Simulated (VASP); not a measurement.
# Sn (Im-3m) in VASP: notebook

Aim: see how the results for Sn move with the level of theory and the settings. Levels: PBE, revPBE+D3(BJ). Tasks: single point.

Everything below comes from runs of VASP 6.6.1. Logs are shortened: lines on timing, memory, paths and dates and some standing lists are left out, and cuts for length are marked.

## Step 1: Starting point

The structure is cubic, space group Im-3m (No. 229). Conventional cell: a = 3.741 Å, b = 3.741 Å, c = 3.741 Å, α = 90.00°, β = 90.00°, γ = 90.00°. Sn (site symmetry m-3m) has 8 Sn at 3.24 Å as nearest neighbours.

The cell was built by a generator and needn't be a form met in nature.

## Step 2: Single point, PBE, collinear spin, typed start

Input file INCAR:

```
SYSTEM = Sn
PREC = Accurate
ENCUT = 520
EDIFF = 1E-6
ISMEAR = -1
SIGMA = 0.0571
LREAL = .FALSE.
LASPH = .TRUE.
NELM = 150
ALGO = Fast
ISIF = 2
LWAVE = .FALSE.
LCHARG = .TRUE.
ISPIN = 2
MAGMOM = 2
LORBIT = 11
GGA = PE
LELF = .TRUE.
LVHAR = .TRUE.
NBANDS = 17
```

Input file KPOINTS:

```
Automatic mesh
0
G
  7 7 7
  0 0 0
```

Input file POSCAR:

```
Sn
1.0
   -1.8703720000      1.8703720000      1.8703720000
    1.8703720000     -1.8703720000      1.8703720000
    1.8703720000      1.8703720000     -1.8703720000
Sn
1
Direct
    0.0000000000      0.0000000000      0.0000000000
```

Potentials or basis: VASP PAW PBE potentials, release 64 (Sn_d).

Command:

```sh
> cat potpaw_PBE.64/Sn_d/POTCAR > POTCAR
> mpirun -np 1 vasp_std > vasp.out
```

OUTCAR:

```text
SYSTEM = Sn
   PREC = Accurate
   ENCUT = 520
   EDIFF = 1E-6
   ISMEAR = -1
   LREAL = .FALSE.
   LASPH = .TRUE.
   NELM = 150
   ISIF = 2
   ISPIN = 2
   LORBIT = 11
   GGA = PE

 ion  position               nearest neighbor table
   1  0.000  0.000  0.000-

  LATTYP: Found a body centered cubic cell.
 ALAT       =     3.7407440000

  Lattice vectors:

 A1 = (  -1.8703720000,   1.8703720000,   1.8703720000)
 A2 = (   1.8703720000,  -1.8703720000,   1.8703720000)
 A3 = (   1.8703720000,   1.8703720000,  -1.8703720000)

Analysis of symmetry for initial positions (statically):
=====================================================================
 Subroutine PRICEL returns:
 Original cell was already a primitive cell.

 Routine SETGRP: Setting up the symmetry group for a
 body centered cubic supercell.

 Subroutine GETGRP returns: Found 48 space group operations
 (whereof 48 operations were pure point group operations)
 out of a pool of 48 trial point group operations.

The static configuration has the point symmetry O_h .

Analysis of symmetry for dynamics (positions and initial velocities):
=====================================================================
 Subroutine PRICEL returns:
 Original cell was already a primitive cell.

 Routine SETGRP: Setting up the symmetry group for a
 body centered cubic supercell.

 Subroutine GETGRP returns: Found 48 space group operations
 (whereof 48 operations were pure point group operations)
 out of a pool of 48 trial point group operations.

The dynamic configuration has the point symmetry O_h .

Analysis of structural, dynamic, and magnetic symmetry:
=====================================================================
 Subroutine PRICEL returns:
 Original cell was already a primitive cell.

 Routine SETGRP: Setting up the symmetry group for a
 body centered cubic supercell.

 Subroutine GETGRP returns: Found 48 space group operations
 (whereof 48 operations were pure point group operations)
 out of a pool of 48 trial point group operations.

The overall configuration has the point symmetry O_h .

 Subroutine INISYM returns: Found 48 space group operations
 (whereof 48 operations are pure point group operations),
 and found     1 'primitive' translations

----------------------------------------------------------------------------------------

                                     Primitive cell

  volume of cell :      26.1724

  direct lattice vectors                    reciprocal lattice vectors
    -1.870372000  1.870372000  1.870372000     0.000000000  0.267326500  0.267326500
     1.870372000 -1.870372000  1.870372000     0.267326500  0.000000000  0.267326500
     1.870372000  1.870372000 -1.870372000     0.267326500  0.267326500  0.000000000

  length of vectors
     3.239579333  3.239579333  3.239579333     0.378056762  0.378056762  0.378056762

  position of ions in fractional coordinates (direct lattice)
     0.000000000  0.000000000  0.000000000

  ion indices of the primitive-cell ions
   primitive index   ion index
                 1           1

----------------------------------------------------------------------------------------

 KPOINTS: Automatic mesh

Automatic generation of k-mesh.
 Grid dimensions read from file:
 generate k-points for:    7    7    7

 Generating k-lattice:

  Cartesian coordinates                     Fractional coordinates (reciprocal lattice)
     0.000000000  0.038189500  0.038189500     0.142857143  0.000000000  0.000000000
     0.038189500  0.000000000  0.038189500     0.000000000  0.142857143  0.000000000
     0.038189500  0.038189500  0.000000000     0.000000000  0.000000000  0.142857143

  Length of vectors
     0.054008109  0.054008109  0.054008109

  Shift w.r.t. Gamma in fractional coordinates (k-lattice)
     0.000000000  0.000000000  0.000000000

 Subroutine IBZKPT returns following result:
 ===========================================

 Found     20 irreducible k-points:

 Following reciprocal coordinates:
            Coordinates               Weight
  0.000000  0.000000  0.000000      1.000000
  0.142857  0.000000  0.000000     12.000000
  0.285714  0.000000  0.000000     12.000000
  0.428571  0.000000  0.000000     12.000000
  0.142857  0.142857  0.000000     24.000000
  0.285714  0.142857 -0.000000     48.000000
[... 12 lines left out ...]
 -0.428571 -0.428571  0.285714      8.000000
 -0.428571  0.428571  0.428571      6.000000
   k-points           NKPTS =     20   k-points in BZ     NKDIM =     20   number of bands    NBANDS=     17
   number of dos      NEDOS =    301   number of ions     NIONS =      1
   total plane-waves  NPLWV =  13824
   dimension x,y,z NGX =    24 NGY =   24 NGZ =   24
   dimension x,y,z NGXF=    48 NGYF=   48 NGZF=   48
   ions per type =               1
   NGX,Y,Z   is equivalent  to a cutoff of  12.32, 12.32, 12.32 a.u.
   NGXF,Y,Z  is equivalent  to a cutoff of  24.63, 24.63, 24.63 a.u.
 SYSTEM =  Sn
   PREC   = accura    normal or accurate (medium, high low for compatibility)
   ISTART =      0    job   : 0-new  1-cont  2-samecut
   ICHARG =      2    charge: 1-file 2-atom 10-const
   ISPIN  =      2    spin polarized calculation?
   LNONCOLLINEAR =      F non collinear calculations
   LSORBIT =      F    spin-orbit coupling
   LASPH  =      T    aspherical Exc in radial PAW
   ENCUT  =  520.0 eV  38.22 Ry    6.18 a.u.   6.02  6.02  6.02*2*pi/ulx,y,z
   NELM   =    150;   NELMIN=  2; NELMDL= -5     # of ELM steps
   EDIFF  = 0.1E-05   stopping-criterion for ELM
   LREAL  =      F    real-space projection
   EDIFFG = 0.1E-04   stopping-criterion for IOM
   NSW    =      0    number of steps for IOM
   IBRION =     -1    ionic relax: 0-MD 1-quasi-New 2-CG
   NFREE  =      0    steps in history (QN), initial steepest desc. (CG)
   ISIF   =      2    stress and relaxation
   ISYM   =      2    0-nonsym 1-usesym 2-fastsym
   POTIM  = 0.5000    time-step for ionic-motion
   TEBEG  =    0.0;   TEEND  =   0.0 temperature during run
   PSTRESS=    0.0 pullay stress
   NELECT =      14.0000    total number of electrons
   NUPDOWN=      -1.0000    fix difference up-down
   EMIN   =  10.00;   EMAX   =-10.00  energy-range for DOS
   EFERMI =   0.00;   METHOD = LEGACY
   ISMEAR =    -1;   SIGMA  =   0.06  broadening in eV -4-tet -1-fermi 0-gaus
   EFERMI_NEDOS =   21; number of points for ismear=-14 and -15
   IALGO  =     68    algorithm
   IMIX   =      4    mixing-type and parameters
     AMIX     =   0.40;   BMIX     =  1.00
     AMIX_MAG =   1.60;   BMIX_MAG =  1.00
  volume/ion in A,a.u.               =      26.17       176.62
  Fermi-wavevector in a.u.,A,eV,Ry     =   1.328932  2.511318 24.028719  1.766061
  Thomas-Fermi vector in A             =   2.458133
   LORBIT       =     11    0 simple, 1 ext, 2 COOP (PROOUT), +10 PAW based schemes
   GGA     = PE    functional components
   LHFCALC =     F    Hartree Fock is set to
   AEXX    =    0.0000 exact exchange contribution
   IVDW    =     0    specifies the selected vdW correction
   LEPSILON=     F    determine dielectric tensor
   LRPA    =     F    only Hartree local field effects (RPA)
 spin polarized calculation
 RMM-DIIS sequential band-by-band and
  energy-cutoff  :      520.00
  volume of cell :       26.17
 maximum number of plane-waves:       716
   NGX = 13   NGY = 13   NGZ = 13

 number of electron      13.9999991 magnetization      -0.0003374

 number of electron      13.9999991 magnetization       0.0001012

 Free energy of the ion-electron system (eV)
  ---------------------------------------------------
  ext. energy  EPLUGINS =         0.00000000
  ---------------------------------------------------
  free energy    TOTEN  =        -3.79010096 eV

  energy without entropy =       -3.78144371  energy(sigma->0) =       -3.78577234

 E-fermi :   8.8299     XC(G=0): -10.5431

 val. band max:        8.6273468111   @ k =   0.1429   0.1429   0.1429
 cond. band min:       8.9104444631   @ k =  -0.2857   0.4286   0.1429
 fundamental gap:      0.2830976520
 Fermi energy:         8.8298530888

 spin component 1

 k-point     1 :       0.0000    0.0000    0.0000
  band No.  band energies     occupation
      1     -13.0164      1.00000
      2     -13.0164      1.00000
      3     -13.0164      1.00000
      4     -12.8615      1.00000
      5     -12.8615      1.00000
      6      -2.8060      1.00000
[... 9 lines left out ...]
     16      22.7731      0.00000
     17      22.7732      0.00000

 k-point     2 :       0.1429    0.0000    0.0000
  band No.  band energies     occupation
      1     -13.0262      1.00000
      2     -13.0034      1.00000
      3     -12.9706      1.00000
      4     -12.8718      1.00000
      5     -12.8628      1.00000
      6      -2.3458      1.00000
[... 9 lines left out ...]
     16      24.9666      0.00000
     17      25.6599      0.00000

 k-point     3 :       0.2857    0.0000    0.0000
  band No.  band energies     occupation
      1     -13.0482      1.00000
      2     -12.9889      1.00000
      3     -12.8825      1.00000
      4     -12.8659      1.00000
      5     -12.8654      1.00000
      6      -0.9631      1.00000
[... 9 lines left out ...]
     16      28.7829      0.00000
     17      29.1675      0.00000

 k-point     4 :       0.4286    0.0000    0.0000
  band No.  band energies     occupation
      1     -13.0658      1.00000
      2     -12.9979      1.00000
      3     -12.8728      1.00000
      4     -12.8674      1.00000
      5     -12.7801      1.00000
      6       1.2534      1.00000
[... 9 lines left out ...]
     16      30.9857      0.00000
     17      31.7782      0.00000
[... 262 lines left out ...]
  band No.  band energies     occupation
      1     -12.9974      1.00000
      2     -12.9675      1.00000
      3     -12.8993      1.00000
      4     -12.8528      1.00000
      5     -12.7950      1.00000
      6       2.9812      1.00000
[... 9 lines left out ...]
     16      33.6752      0.00000
     17      34.7297      0.00000

 k-point    19 :      -0.4286   -0.4286    0.2857
  band No.  band energies     occupation
      1     -13.0033      1.00000
      2     -13.0033      1.00000
      3     -12.8804      1.00000
      4     -12.8011      1.00000
      5     -12.8011      1.00000
      6       4.4649      1.00000
[... 9 lines left out ...]
     16      34.1146      0.00000
     17      34.1180      0.00000

 k-point    20 :      -0.4286    0.4286    0.4286
  band No.  band energies     occupation
      1     -13.0325      1.00000
      2     -13.0233      1.00000
      3     -12.8055      1.00000
      4     -12.8055      1.00000
      5     -12.8016      1.00000
      6       4.9715      1.00000
[... 9 lines left out ...]
     16      33.3476      0.00000
     17      34.0089      0.00000
 Fermi energy:         8.8298530888

 spin component 2

 k-point     1 :       0.0000    0.0000    0.0000
  band No.  band energies     occupation
      1     -13.0164      1.00000
      2     -13.0164      1.00000
      3     -13.0164      1.00000
      4     -12.8615      1.00000
      5     -12.8615      1.00000
      6      -2.8059      1.00000
[... 9 lines left out ...]
     16      22.7732      0.00000
     17      22.7813      0.00000

 k-point     2 :       0.1429    0.0000    0.0000
  band No.  band energies     occupation
      1     -13.0262      1.00000
      2     -13.0034      1.00000
      3     -12.9706      1.00000
      4     -12.8718      1.00000
      5     -12.8628      1.00000
      6      -2.3457      1.00000
[... 9 lines left out ...]
     16      24.9666      0.00000
     17      25.6597      0.00000

 k-point     3 :       0.2857    0.0000    0.0000
  band No.  band energies     occupation
      1     -13.0482      1.00000
      2     -12.9889      1.00000
      3     -12.8825      1.00000
      4     -12.8658      1.00000
      5     -12.8654      1.00000
      6      -0.9630      1.00000
[... 9 lines left out ...]
     16      28.7830      0.00000
     17      29.1675      0.00000

 k-point     4 :       0.4286    0.0000    0.0000
  band No.  band energies     occupation
      1     -13.0658      1.00000
      2     -12.9979      1.00000
      3     -12.8728      1.00000
      4     -12.8674      1.00000
      5     -12.7801      1.00000
      6       1.2535      1.00000
[... 9 lines left out ...]
     16      30.9857      0.00000
     17      31.7762      0.00000
[... 263 lines left out ...]
      1     -12.9974      1.00000
      2     -12.9675      1.00000
      3     -12.8993      1.00000
      4     -12.8528      1.00000
      5     -12.7950      1.00000
      6       2.9813      1.00000
[... 9 lines left out ...]
     16      33.6753      0.00000
     17      34.7298      0.00000

 k-point    19 :      -0.4286   -0.4286    0.2857
  band No.  band energies     occupation
      1     -13.0033      1.00000
      2     -13.0033      1.00000
      3     -12.8804      1.00000
      4     -12.8011      1.00000
      5     -12.8011      1.00000
      6       4.4650      1.00000
[... 9 lines left out ...]
     16      34.1147      0.00000
     17      34.1169      0.00000

 k-point    20 :      -0.4286    0.4286    0.4286
  band No.  band energies     occupation
      1     -13.0325      1.00000
      2     -13.0233      1.00000
      3     -12.8055      1.00000
      4     -12.8055      1.00000
      5     -12.8016      1.00000
      6       4.9715      1.00000
[... 9 lines left out ...]
     16      33.3467      0.00000
     17      34.0090      0.00000

------------------------ aborting loop because EDIFF is reached ----------------------------------------

  FORCE on cell =-STRESS in cart. coord.  units (eV):
  Direction    XX          YY          ZZ          XY          YZ          ZX
  --------------------------------------------------------------------------------------
  -------------------------------------------------------------------------------------
  Total        0.5435005      0.5435005      0.5435005     -0.0000000     -0.0000000      0.0000000
  in kB       33.2710539     33.2710539     33.2710539     -0.0000000     -0.0000000      0.0000000
  external PRESSURE =      33.2710539 kB  Pullay stress =       0.0000000 kB

 VOLUME and BASIS-vectors are now :
 -----------------------------------------------------------------------------
  energy-cutoff  :      520.00
  volume of cell :       26.17
      direct lattice vectors                 reciprocal lattice vectors
    -1.870372000  1.870372000  1.870372000     0.000000000  0.267326500  0.267326500
     1.870372000 -1.870372000  1.870372000     0.267326500  0.000000000  0.267326500
     1.870372000  1.870372000 -1.870372000     0.267326500  0.267326500  0.000000000

 POSITION                                       TOTAL-FORCE (eV/Angst)
 -----------------------------------------------------------------------------------
      0.00000      0.00000      0.00000        -0.000000      0.000000      0.000000
 -----------------------------------------------------------------------------------
    total drift:                               -0.000000      0.000000      0.000000

  FREE ENERGIE OF THE ION-ELECTRON SYSTEM (eV)
  ---------------------------------------------------
  free  energy   TOTEN  =        -3.7901009631 eV

  energy  without entropy=       -3.7814437088  energy(sigma->0) =       -3.78577234

 total charge

# of ion       s       p       d       tot
------------------------------------------
    1        1.293   0.915   9.976  12.184

 magnetization (x)

# of ion       s       p       d       tot
------------------------------------------
    1        0.000   0.000   0.000   0.000
```

It took 11 s on 1 thread of AMD EPYC 9R45 (Zen 5), shared host; peak memory 0.12 GiB.

What came out:

| Property | Result |
| --- | --- |
| Free energy | -3.7901 eV |
| Pressure | 3.3 GPa |
| Band gap on the k mesh | none (metal or under the smearing width) |
| Net moment | 0.00 μB per cell |
| Valence electrons inside the program's atomic spheres | Sn 12.18 |

## Step 3: Single point, revPBE+D3(BJ)

Input file INCAR:

```
PREC = Accurate
ENCUT = 520
EDIFF = 1E-7
ISMEAR = -1
SIGMA = 0.0571
LREAL = False
LASPH = True
NELM = 100
ALGO = Normal
ISIF = 2
LWAVE = False
LCHARG = False
GGA = RE
IVDW = 12
NBANDS = 13
```

Input file KPOINTS:

```
Automatic mesh
0
Gamma
  7 7 7
```

POSCAR is that of step 2.

Potentials or basis: VASP PAW PBE potentials, release 64 (Sn_d).

Command:

```sh
> cat potpaw_PBE.64/Sn_d/POTCAR > POTCAR
> mpirun -np 1 vasp_std > vasp.out
```

It took 3.7 s on 1 thread of AMD EPYC 9R45 (Zen 5), shared host; peak memory 0.11 GiB.

The run converged. Its results:

| Quantity | Value |
| --- | --- |
| Free energy | -4.2073 eV |
| Pressure | -0.1 GPa |
| Band gap on the k mesh | none (metal or under the smearing width) |
| Dispersion energy per atom | -0.736 eV |

Levels at points of the mesh, in eV from the Fermi level:
| k point | band 5 | band 6 | band 7 | band 8 | band 9 | band 10 |
| --- | --- | --- | --- | --- | --- | --- |
| (0.00, 0.00, 0.00) | -21.74 | -11.63 | 8.10 | 8.10 | 8.10 | 11.89 |

Caveat: the PAW data sets were made with another functional, which shifts forces and pressure a little; pairwise dispersion overbinds metals, which lowers pressure and volume.
